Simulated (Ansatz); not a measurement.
# V_O in SiO2 (P3_121) against the share of exact exchange, part 2 of 2

Question: how much does the share of exact exchange change the (+1/0) level of V_O in SiO2 (P3_121), and what does each choice cost? Model: a cell of 72 host atoms with 1 O taken out.

Ansatz 0.2.0; plane-wave PAW DFT; relaxations with PBEsol, then single points with PBEsol and PBE0 form with several shares of exact exchange, on supercells at fixed charge in a uniform background.

So far: Starting point; Relaxing both charge states, PBEsol.

### Step 3. First setting: 0 (PBEsol)

Exact exchange opens the gap of the host. A level of a localised state need not follow either band edge, so its distance to each edge changes. The single points sample the zone centre alone.

Input file qp1_M1.a0/input.yaml:

```yaml
crystal:
  checkpoint: "../qp1_M1.relax.run"
  host: checkpoint
total_charge: 1
basis:
  ecutwfc: 420
  xc_grid: 2
hamiltonian:
  xc: pbesol
  pseudopotentials: { kind: paw, azcp: { folder: soft_1 }, xc_functional: pbe }
kpoints:
  mp_grid: { grid: [1, 1, 1] }
magnetization:
  spin_polarized: true
  initial_magnetization: 1
  spin_locking: { lock_magnetization: hard }
scf:
  occupations: { method: fixed }
  max_iter: 80
output:
  forces: true
  charged_corrections:
    epsilon: [2.49, 2.49, 2.52]
    static_epsilon: [4.63, 4.63, 4.85]
    defect_position: [0.293757, 0.427297, 0.559361]
  eigenvalues: true
  eigenstates: { localisation: true }
  efg: {}
checkpoint:
  read: "../qp1_M1.relax.run"
  write: "../qp1_M1.a0.run"
  compress: false
  write_wavefunctions: false
  write_every: 100000
```

Run with:

```bash
> ansatz run input.yaml --threads 32 --pin off --max-ram 84787MiB --backend cuda --events-out ev --progress --plain --runs-dir out --max-vram 78GiB
```

Numbers of over 12 decimals in the logs are rounded to 6 here.

Log:

```text
[...]
crystal.checkpoint: the structure is that of <dir>, a `relax` run, at its step 10: its result, under pbesol at a charge of 1 e; 71 atoms read, 0 with a starting moment; crystal.structure_sha256 for this input is
[...]
device memory: the entry about to start is reckoned to put 5.7 GiB on a device that reports 175.9 GiB free (of which the cap on the GPU budget leaves the run 78.0 GiB)
GPU FFT provider: cuFFT
GPU libraries: cuBLAS 13.8.1, cuFFT 12.4.0, cuSOLVER 12.3.2
GPU matrix products: emulated (plane waves: as basis.precision tells), large ones in fixed point in workspaces of 1.00 GiB
Crystal: 71 atoms, lattice volume = 923.118 Å³
Basis set: ecut = 420 eV, 18049 PW (Γ), exchange–correlation on 144×144×150 points (8 copies of the dense FFT grid, shifted against one another)
Bands: 260, of which v1, the nominal top of the filled ones, is band 189 counted from 1 (188 counted from 0)
Symmetry: 1 space group operations
[...]
k-points: 1
[...]
Stability of the state it starts from, as read at its close in the collinear treatment: not read negative (Ritz values of 1 − χ₀K, real part plus size of imaginary part, from 1.0 to 1.4, by its mixing steps under no symmetry); [...]
Starting moments: Σ|m| = 1 μB on 71 of 71 sites; this step starts from the density that it was given
[...]
GPU buffer pool allocated for 388800 grid points (all kernels)
GPU transforms: local potential and band sums: pruned to the plane-wave sphere, on 72×72×75
[...]
iter 1 solved again at ethr=1.88e-7 eV; its pass at ethr=3.10e-3 eV (dr2=7.07e-4 eV) is discarded
[...]
SCF iter   7: F=-41358.339569 eV  HF=-41358.339569 eV  |Δ(HF+E_count)|=   2.56e-8  Δρ=4.19e-7 (↑3.90e-7 ↓4.19e-7)  dr2=4.76e-9  dr2_m=1.13e-10  M=1.000 μB ∫|m|=1.037 μB  Hψ=1190
SCF 1 converged in 7 iterations: F = -41358.339569 eV  dr2 = 4.76e-9
[...]
SCF converged after 7 iterations
[...]
Magnetization: 1.0000 μB (189.0000 up, 188.0000 down)
Absolute magnetization: 1.0397 μB (∫|ρ↑−ρ↓|, with the PAW one-centre terms)
[...]
Per-site moments (μB) at R_I (Å): [(-5.08547313801062e-6, 0.667297), (0.000278884, 0.663483), (4.151819332467703e-5, 0.667734), [... 6 left out ...]
Free energy (F): -41358.339569 eV
[...]
Internal energy: -41358.339569 eV  (E = F + TS)
E sigma→0 (E₀):  -41358.339569 eV
Fermi energy:    2.745588 (↑ 2.745588, ↓ 2.198873) eV
[...]
--- Forces (eV/Å), atoms counted from 1 ---
  atom   1  Si     0.00228573    -0.00436736    -0.00021348
  atom   2  Si    -0.01599107    -0.00013310    -0.01759284
  [... 1 atom left out ...]
  atom   4  O      0.00995783    -0.00203175     0.02052489
  [... 2 atoms left out ...]
  [... 65 more lines of this table ...]
  max |Σ_I F_I| component: 1.43e-5 eV/Å
--- PAW observables at the nuclei: V_zz in 10²¹ V/m², potentials from the cell's mean, atoms counted from 1 ---
  [...]
F Makov-Payne    = n/a  (the rows are of the electrons' constant alone; ansatz place-levels tells what screens the charge)
[...]
--- Band table (eV) ---
[...]
```

It took 2.8 s on 1 × NVIDIA GB200 with 32 threads of Arm Neoverse V2, shared host; peak memory 1.4 GiB.

Reading the cycles: dr2 is the Hartree energy of the density residual (eV), the measure of convergence; HF is the Harris–Foulkes estimate of the energy, which meets the free energy F at convergence.

Both charges and the host at this setting go to place-levels, which corrects for the image charge and aligns the potentials.

Input file levels.a0.yaml:

```yaml
host:
  run: host.a0.run
states: [q0.a0.run, qp1_M1.a0.run]
geometry_from:
  q0.a0.run: q0.relax.run
  qp1_M1.a0.run: qp1_M1.relax.run
  host.a0.run: host.relax.run
chemical_potentials:
  O:
    energy: -558.291301
    dataset: <sha256 of the dataset>
```

Run with:

```bash
> ansatz place-levels levels.a0.yaml -- --threads 32 --pin off --max-ram 84787MiB
```

Log:

```text
(+1/0) 0.387 eV above the valence edge, 5.334 eV under the conduction edge
formation energy of charge +1: +4.895 eV with the Fermi level at the valence edge
formation energy of charge 0: +5.282 eV with the Fermi level at the valence edge
  edges by pbesol, gap 5.721 eV; the host is sampled to repeats of 9.90 Å
  the defect's cells are sampled to repeats of 9.90 Å, like sampling
  charge +1: -41358.0302 eV with its correction of +0.309 eV, at epsilon [4.63, 4.63, 4.85], aligned at sites: -0.1372 eV, mean over 36 atomic sites at or beyond 4.95 Å from the defect at [0.2938, 0.4273, 0.5594], with +0.001222 for the charge's moments and [...]
  charge 0: +0.000 eV for its dipole among its images, +0.000 omitted
  of states[1] (qp1_M1.a0.run): how wide its charge is, is not read beside other atoms or cores, and a band state would take no correction. [...]
  of states[0] (q0.a0.run): its only k-point is the zone centre, where a defect's energies can be off by tenths of an eV or more: see "From the zone centre to a mesh" in the quickstart; [...]
```

The job ended after 0.14 s (32 threads).

At this setting the gap is 5.721 eV and (+1/0) lies 0.387 eV above the valence top.

### Step 4. The other settings

From the second setting on only the share changes; the first is PBEsol, whose semilocal part differs from that of the hybrids. The next input; the others follow the same pattern (0.2, 0.25, 0.3 and 0.4):

qp1_M1.a10/input.yaml, as its differences from qp1_M1.a0/input.yaml of step 3:

```diff
@@ -8,4 +8,4 @@
 hamiltonian:
-  xc: pbesol
-  pseudopotentials: { kind: paw, azcp: { folder: soft_1 }, xc_functional: pbe }
+  xc: { preset: pbe0, exx: 0.1 }
+  pseudopotentials: { kind: paw, azcp: { folder: soft_1 } }
 kpoints:
@@ -30,3 +30,3 @@
   read: "../qp1_M1.relax.run"
-  write: "../qp1_M1.a0.run"
+  write: "../qp1_M1.a10.run"
   compress: false
```

### Step 5. Result against cost

Times of the states on 1 × NVIDIA GB200 with 32 threads of Arm Neoverse V2, shared host; the host is run again at each setting:

| share of exact exchange | gap (eV) | (+1/0) above the valence top (eV) | under the conduction bottom (eV) | time, both charge states | time, host and placing | peak memory of a state (GiB) |
| --- | --- | --- | --- | --- | --- | --- |
| 0 (PBEsol) | 5.721 | 0.387 | 5.334 | 4.1 s | 2.8 s | 1.4 |
| 0.1 | 6.872 | 0.968 | 5.904 | 14 s | 46 s | 1.7 |
| 0.2 | 7.918 | 1.576 | 6.342 | 16 s | 49 s | 1.7 |
| 0.25 | 8.444 | 1.886 | 6.559 | 16 s | 52 s | 1.8 |
| 0.3 | 8.973 | 2.198 | 6.775 | 16 s | 47 s | 1.8 |
| 0.4 | 10.035 | 2.832 | 7.204 | 18 s | 48 s | 1.8 |

### Step 6. Results

* (plus 1/0) level, 0 (PBEsol): 0.39 eV
* (plus 1/0) level, 0.1: 0.97 eV
* (plus 1/0) level, 0.2: 1.58 eV
* (plus 1/0) level, 0.25: 1.89 eV
* (plus 1/0) level, 0.3: 2.20 eV
* (plus 1/0) level, 0.4: 2.83 eV
* slope of the gap among the hybrids: 1.05 eV per 0.1 of exact exchange

In words: From a share of 0 (PBEsol) to 0.4 the gap opens from 5.72 to 10.04 eV and (+1/0) moves from 0.39 to 2.83 eV above the valence top. Among the hybrids, by fitted slopes, the level takes 59 % of the gap's opening, between the two edges, as a localised state does. The atoms were held at the semilocal structure, so a distortion that exact exchange would bring is missing. The program warns that hybrid band edges depend on the exchange mesh, which was not varied here; the gaps and slopes may carry that error. Only the charges 0 and +1 were run, each from one start, so (+1/0) need not be a change between stable states. Limits: sampling at the zone centre alone can move energies of charged and open-shell states by tenths of an eV or more in cells of this size; the structures are those of PBEsol; force components of up to 0.72 eV/Å remain in a run at the final settings.

[Logs are printed without paths, hosts, clocks, repeated set-up lines and the standing remarks that a program may print on its own settings, such as how far it seeks lower states.]

[Hosts, paths, dates, database ids (printed as entryN), source tags and the programs' standing remarks are cut or masked in the printed files.]

[Where a table of states has a column of steps, it counts the stored structures, which are thinned; the runs took as many ionic steps or more.]

[For some hosts the program warned that the k-mesh of the response run may be too coarse for force constants and the static dielectric constant; such warnings are not shown here.]
